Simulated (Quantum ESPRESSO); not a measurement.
**E(M) of V3Pt**

How stiff is the total moment of V3Pt, and does E(M) have further minima?

Program: Quantum ESPRESSO 7.5. Level of theory: PBE; plane waves with GBRV 1.5 PBE potentials, no spin-orbit coupling. Results are calculated unless marked as measured.

### Step 1. The starting structure

It takes space group Pm-3m (No. 221, cubic). Conventional cell: a = 3.918 Å, b = 3.918 Å, c = 3.918 Å, α = 90.00°, β = 90.00°, γ = 90.00°. V has 4 Pt at 2.77 Å and 8 V at 2.77 Å nearest. Pt has 12 V at 2.77 Å nearest. Farther neighbours are not listed.

As a file:

```
V Pt
1.0
     3.91800    0.00000    0.00000
     0.00000    3.91800    0.00000
     0.00000    0.00000    3.91800
V Pt
3 1
Direct
  0.00000 0.50000 0.50000
  0.50000 0.00000 0.50000
  0.50000 0.50000 0.00000
  0.00000 0.00000 0.00000
```

The cell comes from the Crystallography Open Database.

The settings of this session are cheaper than careful work needs (see the inputs), so it shows what such settings give, not the properties of the crystal.

### Step 2. The free run

ASE passes magmoms on as starting_magnetization. pw.x reads values of 1 or more as Bohr magnetons; where all are smaller, it reads them as fractions of the valence charge.

The input, pw.py:

```python
from ase import Atoms
from ase.calculators.espresso import Espresso, EspressoProfile

atoms = Atoms(['V', 'V', 'V', 'Pt'],
    cell=[[3.918, 0.0, 0.0],
         [0.0, 3.918, 0.0],
         [0.0, 0.0, 3.918]],
    scaled_positions=[[0.0, 0.5, 0.5],
         [0.5, 0.0, 0.5],
         [0.5, 0.5, 0.0],
         [0.0, 0.0, 0.0]],
    pbc=True,
    magmoms=[1.5, 1.5, 1.5, 0.6])
input_data = {
    'control': {'calculation': 'scf', 'prefix': 'pwscf', 'outdir': './tmp', 'disk_io': 'nowf'},
    'system': {'ecutwfc': 30.0, 'ecutrho': 210.0, 'nbnd': 39, 'occupations': 'smearing', 'smearing': 'fd', 'degauss': 0.00734986, 'nspin': 2},
    'electrons': {'conv_thr': 8e-09, 'electron_maxstep': 150, 'mixing_beta': 0.3},
}
atoms.calc = Espresso(
    profile=EspressoProfile(command='mpirun -n 2 pw.x -nk 2', pseudo_dir='pseudo'),
    pseudopotentials={'V': 'v_pbe_v1.4.uspp.F.UPF', 'Pt': 'pt_pbe_v1.4.uspp.F.UPF'},
    input_data=input_data,
    kpts=(8, 8, 8),
    koffset=(0, 0, 0))
atoms.get_potential_energy()
energy = atoms.calc.results['free_energy']
print(f'free energy: {energy:.6f} eV')
print('site moments (muB):', atoms.get_magnetic_moments().round(3))
```

The input, espresso.pwi:

```
&CONTROL
   calculation      = 'scf'
   outdir           = './tmp'
   prefix           = 'pwscf'
   disk_io          = 'nowf'
   pseudo_dir       = 'pseudo'
/
&SYSTEM
   nbnd             = 39
   ecutwfc          = 30.0
   ecutrho          = 210.0
   occupations      = 'smearing'
   degauss          = 0.00734986
   smearing         = 'fd'
   nspin            = 2
   starting_magnetization(1) = 1.5
   starting_magnetization(2) = 0.6
   ntyp             = 2
   nat              = 4
   ibrav            = 0
/
&ELECTRONS
   electron_maxstep = 150
   conv_thr         = 8e-09
   mixing_beta      = 0.3
/
&IONS
/
&CELL
/
&FCP
/
&RISM
/
ATOMIC_SPECIES
V  50.9415 v_pbe_v1.4.uspp.F.UPF
Pt  195.084 pt_pbe_v1.4.uspp.F.UPF

K_POINTS automatic
8 8 8  0 0 0

CELL_PARAMETERS angstrom
3.91800000000000 0.00000000000000 0.00000000000000
0.00000000000000 3.91800000000000 0.00000000000000
0.00000000000000 0.00000000000000 3.91800000000000

ATOMIC_POSITIONS angstrom
V  0.0000000000 1.9590000000 1.9590000000  
V  1.9590000000 0.0000000000 1.9590000000  
V  1.9590000000 1.9590000000 0.0000000000  
Pt  0.0000000000 0.0000000000 0.0000000000
```

Started as:

```sh
> OMP_NUM_THREADS=1 python3 pw.py > pw.log
```

Output:

```text
free energy: -8788.756742 eV
site moments (muB): [-0.001 -0.001 -0.001 -0.   ]

--- espresso.pwo ---
Program PWSCF v.7.5 starts

Warning: card &CELL ignored
Warning: card &FCP ignored
Warning: card &RISM ignored

     Message from routine setup:
     using ibrav=0 with symmetry is DISCOURAGED, use correct ibrav instead

     K-points division:     npool     =       2
     Subspace diagonalization in iterative solution of the eigenvalue problem:

     G-vector sticks info
     --------------------
     sticks:   dense  smooth     PW     G-vecs:    dense   smooth      PW
     Sum         917     517    177                20815     9045    1647

     Using Slab Decomposition

     bravais-lattice index     =            0
     lattice parameter (alat)  =       7.4039  a.u.
     unit-cell volume          =     405.8728 (a.u.)^3
     number of atoms/cell      =            4
     number of atomic types    =            2
     number of electrons       =        55.00
     number of Kohn-Sham states=           39
     kinetic-energy cutoff     =      30.0000  Ry
     charge density cutoff     =     210.0000  Ry
     scf convergence threshold =      8.0E-09
     mixing beta               =       0.3000
     number of iterations used =            8  plain     mixing
     Exchange-correlation=  SLA  PW   PBX  PBC
                           (   1   4   3   4   0   0   0)

     celldm(1)=   7.403947  celldm(2)=   0.000000  celldm(3)=   0.000000
     celldm(4)=   0.000000  celldm(5)=   0.000000  celldm(6)=   0.000000

     crystal axes: (cart. coord. in units of alat)
               a(1) = (   1.000000   0.000000   0.000000 )
               a(2) = (   0.000000   1.000000   0.000000 )
               a(3) = (   0.000000   0.000000   1.000000 )

     reciprocal axes: (cart. coord. in units 2 pi/alat)
               b(1) = (  1.000000  0.000000  0.000000 )
               b(2) = (  0.000000  1.000000  0.000000 )
               b(3) = (  0.000000  0.000000  1.000000 )

     PseudoPot. # 1 for V  read from file:
     v_pbe_v1.4.uspp.F.UPF
     Pseudo is Ultrasoft + core correction, Zval = 13.0
     Generated by new atomic code, or converted to UPF format
     Using radial grid of  853 points,  6 beta functions with:
                l(1) =   0
                l(2) =   0
                l(3) =   1
                l(4) =   1
                l(5) =   2
                l(6) =   2
     Q(r) pseudized with  8 coefficients,  rinner =    1.100   1.100   1.100
                                                       1.100   1.100

     PseudoPot. # 2 for Pt read from file:
     pt_pbe_v1.4.uspp.F.UPF
     Pseudo is Ultrasoft + core correction, Zval = 16.0
     Generated by new atomic code, or converted to UPF format
     Using radial grid of  985 points,  6 beta functions with:
                l(1) =   0
                l(2) =   0
                l(3) =   1
                l(4) =   1
                l(5) =   2
                l(6) =   2
     Q(r) pseudized with  8 coefficients,  rinner =    1.300   1.300   1.300
                                                       1.300   1.300

     atomic species   valence    mass     pseudopotential
     V                13.00    50.94150     V ( 1.00)
     Pt               16.00   195.08400     Pt( 1.00)

     Starting magnetic structure
     atomic species   magnetization
     V               0.115
     Pt              0.037

     48 Sym. Ops., with inversion, found

   Cartesian axes

     site n.     atom                  positions (alat units)
         1        V      tau(   1) = (   0.0000000   0.5000000   0.5000000  )
         2        V      tau(   2) = (   0.5000000   0.0000000   0.5000000  )
         3        V      tau(   3) = (   0.5000000   0.5000000   0.0000000  )
         4        Pt     tau(   4) = (   0.0000000   0.0000000   0.0000000  )

     number of k points=    35  Fermi-Dirac smearing, width (Ry)=  0.0073
                       cart. coord. in units 2pi/alat
        k(    1) = (   0.0000000   0.0000000   0.0000000), wk =   0.0019531
        k(    2) = (   0.0000000   0.0000000   0.1250000), wk =   0.0117188
        k(    3) = (   0.0000000   0.0000000   0.2500000), wk =   0.0117188
        k(    4) = (   0.0000000   0.0000000   0.3750000), wk =   0.0117188
        k(    5) = (   0.0000000   0.0000000  -0.5000000), wk =   0.0058594
        [... 30 further k-points ...]

     Dense  grid:    20815 G-vectors     FFT dimensions: (  36,  36,  36)

     Smooth grid:     9045 G-vectors     FFT dimensions: (  25,  25,  25)

     Check: negative core charge=   -0.000006
     Generating pointlists ...
     new r_m :   0.2917 (alat units)  2.1596 (a.u.) for type    1
     new r_m :   0.2917 (alat units)  2.1596 (a.u.) for type    2

     Initial potential from superposition of free atoms

     starting charge      54.4963, renormalised to      55.0000

     negative rho (up, down):  9.912E-02 9.165E-02
     Starting wfcs are   42 randomized atomic wfcs

     Self-consistent Calculation

     iteration #  1     ecut=    30.00 Ry     beta= 0.30
     Davidson diagonalization with overlap
     ethr =  1.00E-02,  avg # of iterations =  3.0

     negative rho (up, down):  9.322E-02 8.838E-02

     total energy              =    -644.77392801 Ry
     estimated scf accuracy    <       3.78089321 Ry

     total magnetization       =     2.62 Bohr mag/cell
     absolute magnetization    =     2.63 Bohr mag/cell

     iteration #  2     ecut=    30.00 Ry     beta= 0.30
     Davidson diagonalization with overlap
     ethr =  6.87E-03,  avg # of iterations =  2.0

     negative rho (up, down):  9.397E-02 9.003E-02

     total energy              =    -645.75586030 Ry
     estimated scf accuracy    <       2.72302370 Ry

     total magnetization       =     2.35 Bohr mag/cell
     absolute magnetization    =     2.37 Bohr mag/cell

     iteration #  3     ecut=    30.00 Ry     beta= 0.30
     Davidson diagonalization with overlap
     ethr =  4.95E-03,  avg # of iterations =  1.5

     negative rho (up, down):  9.258E-02 9.066E-02

     total energy              =    -645.88470023 Ry
     estimated scf accuracy    <       0.22283640 Ry

     total magnetization       =     2.61 Bohr mag/cell
     absolute magnetization    =     2.62 Bohr mag/cell

     [... further iterations left out ...]

     iteration # 17     ecut=    30.00 Ry     beta= 0.30
     Davidson diagonalization with overlap
     ethr =  1.18E-09,  avg # of iterations =  2.5

     negative rho (up, down):  9.063E-02 9.062E-02

     total energy              =    -645.96176125 Ry
     estimated scf accuracy    <       0.00000004 Ry

     total magnetization       =     0.00 Bohr mag/cell
     absolute magnetization    =     0.00 Bohr mag/cell

     iteration # 18     ecut=    30.00 Ry     beta= 0.30
     Davidson diagonalization with overlap
     ethr =  8.16E-11,  avg # of iterations =  3.0

     negative rho (up, down):  9.062E-02 9.062E-02

     total energy              =    -645.96176211 Ry
     estimated scf accuracy    <       0.00000003 Ry

     total magnetization       =    -0.01 Bohr mag/cell
     absolute magnetization    =     0.01 Bohr mag/cell

     iteration # 19     ecut=    30.00 Ry     beta= 0.30
     Davidson diagonalization with overlap
     ethr =  4.75E-11,  avg # of iterations =  2.4

     negative rho (up, down):  9.062E-02 9.062E-02

     total energy              =    -645.96176239 Ry
     estimated scf accuracy    <       0.00000004 Ry

     total magnetization       =    -0.00 Bohr mag/cell
     absolute magnetization    =     0.00 Bohr mag/cell

     iteration # 20     ecut=    30.00 Ry     beta= 0.30
     Davidson diagonalization with overlap
     ethr =  4.75E-11,  avg # of iterations =  2.0

     negative rho (up, down):  9.062E-02 9.062E-02

     Magnetic moment per site  (integrated on atomic sphere of radius R)
     atom   1 (R=0.292)  charge= 11.5026  magn= -0.0006
     atom   2 (R=0.292)  charge= 11.5026  magn= -0.0006
     atom   3 (R=0.292)  charge= 11.5026  magn= -0.0006
     atom   4 (R=0.292)  charge= 14.0771  magn= -0.0000

     End of self-consistent calculation

     [... lines left out ...]
     the Fermi energy is    16.8441 ev

!    total energy              =    -645.96176259 Ry
     estimated scf accuracy    <          4.1E-09 Ry
     smearing contrib. (-TS)   =      -0.01661670 Ry
     internal energy E=F+TS    =    -645.94514589 Ry

     The total energy is F=E-TS. E is the sum of the following terms:
     one-electron contribution =    -178.33782191 Ry
     hartree contribution      =     118.27383102 Ry
     xc contribution           =    -115.52099414 Ry
     ewald contribution        =    -470.36016086 Ry

     total magnetization       =    -0.00 Bohr mag/cell
     absolute magnetization    =     0.00 Bohr mag/cell

     convergence has been achieved in  20 iterations

=------------------------------------------------------------------------------=
   JOB DONE.
=------------------------------------------------------------------------------=
```

The job ended after 37 s (2 MPI ranks of Arm Neoverse V2, shared host; peak memory 0.31 GiB).

Spin moment in the atom's sphere by atom:

| atom | spin moment in the atom's sphere (μB) |
| --- | --- |
| V1 | -0.0006 |
| V2 | -0.0006 |
| V3 | -0.0006 |
| Pt4 | 0.0000 |

This step gave:

```
smearing term TS       : 0.2261 eV
magnetization          : 0 μB
absolute magnetization : 0 μB
final state            : non-magnetic
```

### Step 3. Moment fixed at 0 μB

The two spin channels are filled to separate Fermi energies, so that the total moment meets the target. Half of the up one less the down one is the slope dE/dM.

Changes to pw.py since step 2:

```diff
@@ -12,6 +12,6 @@
     pbc=True,
-    magmoms=[1.5, 1.5, 1.5, 0.6])
+    magmoms=[0.075, 0.075, 0.075, 0.03])
 input_data = {
     'control': {'calculation': 'scf', 'prefix': 'pwscf', 'outdir': './tmp', 'disk_io': 'nowf'},
-    'system': {'ecutwfc': 30.0, 'ecutrho': 210.0, 'nbnd': 39, 'occupations': 'smearing', 'smearing': 'fd', 'degauss': 0.00734986, 'nspin': 2},
+    'system': {'ecutwfc': 30.0, 'ecutrho': 210.0, 'nbnd': 38, 'occupations': 'smearing', 'smearing': 'fd', 'degauss': 0.00734986, 'nspin': 2, 'tot_magnetization': 0.0},
     'electrons': {'conv_thr': 8e-09, 'electron_maxstep': 150, 'mixing_beta': 0.3},
```

Started as:

```sh
> OMP_NUM_THREADS=1 python3 pw.py > pw.log
```

Output:

```text
     [... lines left out ...]
free energy: -8788.756742 eV
site moments (muB): [0. 0. 0. 0.]
--- espresso.pwo ---
Program PWSCF v.7.5 starts
     [... lines left out ...]
     number of atoms/cell      =            4
     [... lines left out ...]
     number of electrons       =        55.00 (up:  27.50, down:  27.50)
     number of Kohn-Sham states=           38
     kinetic-energy cutoff     =      30.0000  Ry
     charge density cutoff     =     210.0000  Ry
     scf convergence threshold =      8.0E-09
     [... lines left out ...]
     48 Sym. Ops., with inversion, found
     [... lines left out ...]
     number of k points=    35  Fermi-Dirac smearing, width (Ry)=  0.0073
     [... lines left out ...]
     iteration # 15     ecut=    30.00 Ry     beta= 0.30
     [... lines left out ...]
     Magnetic moment per site  (integrated on atomic sphere of radius R)
     atom   1 (R=0.292)  charge= 11.5026  magn=  0.0000
     atom   2 (R=0.292)  charge= 11.5026  magn=  0.0000
     atom   3 (R=0.292)  charge= 11.5026  magn=  0.0000
     atom   4 (R=0.292)  charge= 14.0769  magn=  0.0000
     [... lines left out ...]
     the spin up/dw Fermi energies are    16.8440   16.8440 ev
!    total energy              =    -645.96176259 Ry
     estimated scf accuracy    <          6.6E-09 Ry
     smearing contrib. (-TS)   =      -0.01661697 Ry
     [... lines left out ...]
     total magnetization       =     0.00 Bohr mag/cell
     absolute magnetization    =     0.00 Bohr mag/cell
     convergence has been achieved in  15 iterations
```

Run time: 27 s. Hardware: 2 MPI ranks; peak memory 0.31 GiB.

Numbers from this step:

| Item | Value |
| --- | --- |
| magnetization | 0 μB |
| absolute magnetization | 0 μB |
| half the difference of the two Fermi energies | 0 meV |
| largest moment | 0 μB |

(Continued in part 2 of 2.)

[Logs and program files are shortened in this print: banners, set-up blocks, solver, clock and traceback lines can be left out without a mark of their own.]

[Logs are printed without paths, hosts, clocks, repeated set-up lines and the standing remarks that a program may print on its own settings, such as how far it seeks lower states.]

[Hosts, paths, dates, database ids (printed as entryN), source tags and the programs' standing remarks are cut or masked in the printed files.]

[Where a cell is said to come from a database of computed structures, the database is the Materials Project.]
